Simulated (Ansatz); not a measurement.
Input for Ansatz (plane-wave DFT, PAW):

```yaml
crystal:
  lattice:
    - [0.0, 2.437297432, 2.437297432]
    - [2.437297432, 0.0, 2.437297432]
    - [2.437297432, 2.437297432, 0.0]
  atoms:
    - { symbol: Pb, position: [0.0, 0.0, 0.0] }
basis:
  ecutwfc: 500
kpoints:
  mp_grid: { grid: [14, 14, 14] }
hamiltonian:
  xc: r2scan
scf:
  occupations: { method: gaussian, width: 0.1 }
output:
  forces: true
  stress: true
  eigenvalues: true
```

Launched with
```bash
ansatz run input.yaml --threads 1 --pin off --max-ram 1331MiB --backend cpu --events-out ev --progress --plain --runs-dir out
```

Theory: DFT r2SCAN, scalar-relativistic, plane waves, PAW in Ansatz.

Abridged output (final results; tables in files aren't shown):

```
SCF 1 converged in 6 iterations: F = -11920.835562 eV  dr2 = 5.08e-11
SCF converged after 6 iterations
Free energy (F): -11920.835562 eV
Harris-Foulkes:  -11920.835562 eV  (|F-HF|=2.35e-10)
Internal energy: -11920.833475 eV  (E = F + TS)
E sigma→0 (E₀):  -11920.834519 eV
Entropy (-TS):   -0.002086 eV (-2.086 meV/atom)
Fermi energy:    11.674230 eV
--- Per-component energies (eV) ---
  E_band       = -36.177649
  E_kinetic    = 289.418045
  E_local      = -986.531243  (includes V_loc(G=0)·N_el)
  E_nonlocal   = 350.346907
  E_hartree    = 394.598109
  E_xc         = -208.470301
  E_vxc        = -145.635104  (∫ρ·V_xc dr)
  E_paw        = -10433.871119  (= ΣΔE_a)
  E_vpaw       = -343.722429  (= ΣTr[D̂ρ^β])
  E_aug_tail   = 0.000019  (compensation charges beyond the density's cutoff)
  E_vtau       = 10.750079  (kinetic-family band-sum trace: ∫τ·v_τ [+ j·A + Jᵃ·Aᵃ] dr)
  E_ewald      = -1327.289395
  E_core_change = 0.965502  (= ΣΔE_core)
  E_smearing   = -0.002086  (= −TS)
--- Forces (eV/Å), atoms counted from 1 ---
  atom   1  Pb     0.00000000     0.00000000     0.00000000
--- Stress (GPa, compression-positive) ---
        3.896996       0.000000       0.000000
        0.000000       3.896996       0.000000
        0.000000       0.000000       3.896996
  P = ⅓ Tr σ = 3.8970 GPa (38.970 kbar)
--- Band table (eV; the first three rows and the last of 104) ---
  k-point 0: bands = ["-6.2090", "-6.2090", "-6.2090", "-6.0401", "-6.0401", "-1.0233", "19.7279", "19.7279", "19.7279", "21.9660", "24.5446"]
  k-point 1: bands = ["-6.2095", "-6.2000", "-6.2000", "-6.0408", "-6.0408", "-0.9149", "18.4656", "19.5906", "19.5906", "21.7611", "24.9444"]
  k-point 2: bands = ["-6.2120", "-6.1796", "-6.1796", "-6.0377", "-6.0377", "-0.5888", "16.1179", "19.2416", "19.2417", "21.5488", "25.4483"]
  k-point 103: bands = ["-6.2056", "-6.2032", "-6.0751", "-5.9778", "-5.8335", "4.8327", "9.5125", "10.6248", "11.9970", "22.8317", "23.5025"]
```

Self-consistency was reached.

Spin–orbit coupling is left out, which can shift energies with elements as heavy as these.